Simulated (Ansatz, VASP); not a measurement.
## Al in VASP and in Ansatz

```
Al
1.0
     2.87724    0.00000    0.00000
    -1.43862    2.49176    0.00000
     0.00000    0.00000    4.64713
Al
2
Cartesian
  0.0000 1.6612 3.4854
  1.4386 0.8306 1.1618
```

The cell was built by a generator and needn't be a form met in nature.

Alike in both runs: task relaxation of shape and atoms at fixed volume; functional r2SCAN; k mesh 16 × 16 × 10; occupations gaussian, width 0.05 eV; no spin polarisation.

|  | VASP | Ansatz |
| --- | --- | --- |
| version | VASP 6.6.1 | Ansatz 0.2.0 |
| potentials or method | VASP PAW PBE potentials, release 64 (Al) | scalar-relativistic, plane waves, PAW |
| plane-wave cutoff (eV) | 600 | 600 |
| valence electrons in the cell | 6 | 6 |

```csv
,VASP,Ansatz,Ansatz less VASP
relaxed volume (Å³/atom),16.66,16.66,0.000
relaxed cell length with the largest relative difference (Å),4.647,4.647,0.0000
```

Caveats: the relaxation stopped at its first step, so nothing moved; the PAW data sets were made with another functional, which shifts forces and pressure a little (VASP).
